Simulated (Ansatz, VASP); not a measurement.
# One calculation of BaS, two programs

```
Ba S
1.0
     0.00000    3.16584    3.16584
     3.16584    0.00000    3.16584
     3.16584    3.16584    0.00000
Ba S
1 1
Direct
  0.50000 0.50000 0.50000
  0.00000 0.00000 0.00000
```

Alike in both runs: task single point; functional PBEsol; k mesh 10 × 10 × 10; occupations gaussian, width 0.05 eV; no spin polarisation.

|  | VASP | Ansatz |
| --- | --- | --- |
| version | VASP 6.6.1 | Ansatz 0.2.0 |
| potentials or method | VASP PAW PBE potentials, release 64 (Ba_sv, S) | scalar-relativistic, plane waves, PAW |
| plane-wave cutoff (eV) | 520 | 420 |
| valence electrons in the cell | 16 | 16 |

|  | VASP | Ansatz | Ansatz less VASP |
| --- | --- | --- | --- |
| gap on the k mesh at the Fermi level (eV) | 1.93 | 2.04 | +0.105 |
| least direct gap on the mesh (eV) | 2.06 | 2.13 | +0.071 |
| pressure (GPa) | 0.7 | 0.0 | -0.68 |

The functional is the same, so the differences come from potentials, cutoffs and numerics.

Caveats: the PAW data sets were made with another functional, which shifts forces and pressure a little (VASP); spin-orbit coupling is left out, which moves the levels of the heavy elements. A hybrid or GW would open this gap; PBEsol tends to underestimate it. A k mesh can miss the band edges.
